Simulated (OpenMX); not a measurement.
## Ru under changes of volume

One of the cells (13.575 Å³/atom); the others are scaled copies at fixed shape and fractional positions:

```
Ru
1.0
     2.70580    0.00000    0.00000
    -1.35290    2.34329    0.00000
     0.00000    0.00000    4.28190
Ru
2
Direct
  0.66667 0.33333 0.75000
  0.33333 0.66667 0.25000
```

```yaml
Program: OpenMX 3.8.5
Functional: PBE
Potentials_or_basis: OpenMX 2013 PBE set, Ru7.0-s3p2d2, fixed grid of 28 × 28 × 50 points
k_mesh: 11 × 11 × 7
Occupations: fermi-dirac, width 0.05 eV
Spin: no spin polarisation
```

| volume (Å³/atom) | energy over the lowest point (meV/atom) | largest force (eV/Å) |
| --- | --- | --- |
| 12.760 | 146.51 | 0.014 |
| 13.032 | ? | ? |
| 13.303 | 45.72 | 0.013 |
| 13.575 | 18.12 | 0.012 |
| 13.846 | 3.33 | 0.011 |
| 14.118 | 0.00 | 0.011 |
| 14.389 | 6.93 | 0.010 |

Q: What does the run at 13.032 Å³/atom give?

A: Energy over the lowest point 87.95 meV/atom; largest force 0.014 eV/Å.

Worked out: A Birch-Murnaghan fit of order 3 (a polynomial in V^(-2/3)) to the other rows has its minimum at 14.07 Å³/atom with B0 = V·E''(V) = 318 GPa and B' = 5.1 at fixed shape and positions, which overstates the stiffness. It gives 87.86 meV/atom at 13.032 Å³/atom, against the run's 87.95.

Energies are extrapolated to zero smearing.

Caveats: the basis of atomic orbitals isn't converged, which shifts pressures, moduli and gaps.
